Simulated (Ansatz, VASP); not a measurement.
**One calculation of RbBr, two programs**

INCAR

```
PREC = Accurate
ENCUT = 520
EDIFF = 1E-6
ISMEAR = 0
SIGMA = 0.05
LREAL = F
LASPH = T
NELM = 100
ALGO = Normal
ISIF = 2
LWAVE = F
LCHARG = F
GGA = PE
NBANDS = 15
```

File KPOINTS:

```
regular mesh
0
Gamma
  6 6 6
```

POSCAR

```
RbBr
1.0
    4.4561634840      0.0000000000      0.0000000000
    0.0000000000      4.4561634840      0.0000000000
    0.0000000000      0.0000000000      3.9610342080
Rb Br
1 1
Direct
    0.0000000000      0.0000000000      0.0000000000
    0.5000000000      0.5000000000      0.5000000000
```

Input for Ansatz:

```yaml
crystal:
  lattice:
    - [4.456163484, 0.0, 0.0]
    - [0.0, 4.456163484, 0.0]
    - [0.0, 0.0, 3.961034208]
  atoms:
    - { symbol: Rb, position: [0.0, 0.0, 0.0] }
    - { symbol: Br, position: [0.5, 0.5, 0.5] }
basis:
  ecutwfc: 420
kpoints:
  mp_grid: { grid: [6, 6, 6] }
hamiltonian:
  xc: pbe
scf:
  occupations: { method: gaussian, width: 0.05 }
output:
  forces: true
  stress: true
  eigenvalues: true
```

Change from the starting cell: strain +0.080 along x and y, -0.040 along z, atoms carried along.

Alike in both runs: task single point; functional PBE; k mesh 6 × 6 × 6; occupations gaussian, width 0.05 eV; no spin polarisation.

|  | VASP | Ansatz |
| --- | --- | --- |
| version | VASP 6.6.1 | Ansatz 0.2.0 |
| potentials or method | VASP PAW PBE potentials, release 64 (Rb_sv, Br) | scalar-relativistic, plane waves, PAW |
| plane-wave cutoff (eV) | 520 | 420 |
| valence electrons in the cell | 16 | 16 |

|  | VASP | Ansatz | Ansatz less VASP |
| --- | --- | --- | --- |
| gap on the k mesh at the Fermi level (eV) | 3.27 | 3.27 | +0.001 |
| least direct gap on the mesh (eV) | 3.37 | 3.37 | 0.000 |
| pressure (GPa) | -0.7 | -0.7 | -0.02 |
| largest component of the traceless stress (GPa) | 2.14 | 2.14 | -0.001 |

The functional is the same, so the differences come from potentials, cutoffs and numerics.

A k mesh can miss the band edges.
